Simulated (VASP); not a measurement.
Set up this calculation in VASP 6.6.1, as the native input.

```yaml
Task: single point
Functional: LDA
Potentials_or_basis: VASP PAW LDA potentials, release 64 (Al, N)
Cutoff: 520 eV
k_mesh: 8 × 8 × 6
Occupations: gaussian, width 0.05 eV
Spin: no spin polarisation
Dipole_correction: no
Further_INCAR_settings: ALGO = Fast; EDIFF = 1e-07; NBANDS = 16
```

The structure of AlN lies in POSCAR:

```
AlN
1.0
    0.0000000000     -2.0055201245     -2.0055201245
    0.0000000000      2.0055201245     -2.0055201245
    4.0110402489      0.0000000000      0.0000000000
Al N
2 2
Direct
    0.5047176582      0.4952823418      0.0000000000
   -0.0047176582      0.0047176582      0.5000000000
    0.5221887576      0.4778112424      0.5000000000
   -0.0221887576      1.0221887576      0.0000000000
```

The cell comes from a database or a generator and needn't be the stable form of this composition.

The cell isn't the ideal one: mode 10 frozen in at -0.089 Å and mode 12 at +0.000 Å (largest displacements).

These files were run (other wordings do the same):

INCAR

```
PREC = Accurate
ENCUT = 520
EDIFF = 1E-7
ISMEAR = 0
SIGMA = 0.05
LREAL = False
LASPH = True
NELM = 60
ALGO = Fast
ISIF = 2
LWAVE = False
LCHARG = True
LELF = True
LVHAR = True
NBANDS = 16
```

KPOINTS

```
Automatic mesh
0
Gamma
  8 8 6
```

Potentials or basis: VASP PAW LDA potentials, release 64 (Al, N).

The run is started by

```sh
$ cat potpaw_LDA.64/Al/POTCAR potpaw_LDA.64/N/POTCAR > POTCAR
$ mpirun -np 1 vasp_std > vasp.out
```

Results of the run:

```
Pressure               : 3.1 GPa
Largest force          : 1.657 eV/Å
Band gap on the k mesh : 4.52 eV
```

Caveat: forces of over 1 eV/Å show positions far from the minimum, so gaps and moduli don't describe the material at rest.

Run time: 40 s on 1 thread of AMD EPYC 7R13 Processor (Zen 3), with other jobs on the host, peak memory 0.12 GiB.
